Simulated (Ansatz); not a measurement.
TiO2:

```
Ti O
1.0
     2.96826    0.00000    0.00000
     0.00021    4.70761    0.00000
     1.48357    0.24235    7.08346
Ti O
3 6
Direct
  0.00337 0.00039 0.00070
  0.34464 0.48026 0.31696
  0.66171 0.52047 0.68450
  0.44004 0.18544 0.12854
  0.77793 0.29773 0.45188
  0.10124 0.30895 0.80624
  0.90650 0.69184 0.19517
  0.22941 0.70301 0.54951
  0.56803 0.81530 0.87283
```

The cell comes from a database or a generator and needn't be the stable form of this composition.

| Property | Result |
| --- | --- |
| Program | Ansatz 0.2.0 |
| Task | relaxation of cell and atoms |
| Functional | RPBE |
| Potentials or basis | Ansatz PAW |
| Cutoff | 420 eV (not typed: the program's choice for these potentials) |
| k mesh | 7 × 5 × 3 |
| Occupations | fermi-dirac, width 0.05 eV |
| Spin | no spin polarisation |

At the start: volume 11.00 Å³/atom.

Task: Where does the relaxation end?

Result: It ends after 23 steps and the volume is 11.64 Å³/atom (+5.9 %); space group P1 (No. 1, to 0.05 Å).

Step by step:
| step | energy change (eV) | largest force (eV/Å) | volume (Å³) |
| --- | --- | --- | --- |
| 1 | 0.0000 | 0.3161 | 98.98 |
| 2 | -0.0853 | 0.1713 | 102.34 |
| 3 | -0.0907 | 0.0632 | 103.40 |
| 4 | -0.0909 | 0.0520 | 103.55 |
| 5 | -0.0912 | 0.0435 | 103.56 |
| 6 | -0.0916 | 0.0267 | 103.56 |
| 7 | -0.0918 | 0.0178 | 103.55 |
| 8 | -0.0920 | 0.0088 | 103.55 |
| 9 | -0.0920 | 0.0064 | 103.54 |
| 10 | -0.0919 | 0.0096 | 103.56 |
| 11 | -0.0920 | 0.0082 | 103.55 |
| 12 | -0.0920 | 0.0103 | 103.54 |
| 13 | -0.0922 | 0.0376 | 103.52 |
| 14 | -0.0924 | 0.0611 | 103.50 |
| 15 | -0.0986 | 0.0404 | 103.94 |
| 16 | -0.0988 | 0.0328 | 104.01 |
| 17 | -0.0993 | 0.0259 | 104.21 |
| 18 | -0.0992 | 0.0109 | 104.26 |
| 19 | -0.0993 | 0.0100 | 104.25 |
| 20 | -0.1269 | 0.0100 | 104.25 |
| 21 | -0.1260 | 0.0155 | 104.73 |
| 22 | -0.1259 | 0.0013 | 104.77 |
| 23 | -0.1279 | 0.0014 | 104.77 |

Final structure:
```
CELL_PARAMETERS angstrom
3.00856 0.00846 -0.00557
0.01364 4.84633 -0.02207
1.49110 0.22052 7.18226
ATOMIC_POSITIONS crystal
Ti 0.95844 0.00043 0.00070
Ti 0.31810 0.48697 0.31682
Ti 0.69618 0.51361 0.68468
O 0.44758 0.18709 0.12888
O 0.78832 0.30473 0.44972
O 0.10340 0.30560 0.80527
O 0.91508 0.69541 0.19600
O 0.22953 0.69555 0.55174
O 0.57622 0.81399 0.87253
```

Caveat: the plane-wave basis is chosen anew once the cell has moved, so the energies of steps on either side of that aren't comparable; the pressure holds a Pulay correction of +0.6 GPa for the finite cutoff; the PAW data sets come from PBE, with cores solved anew for the run's functional, which leaves a small shift of forces and pressure.
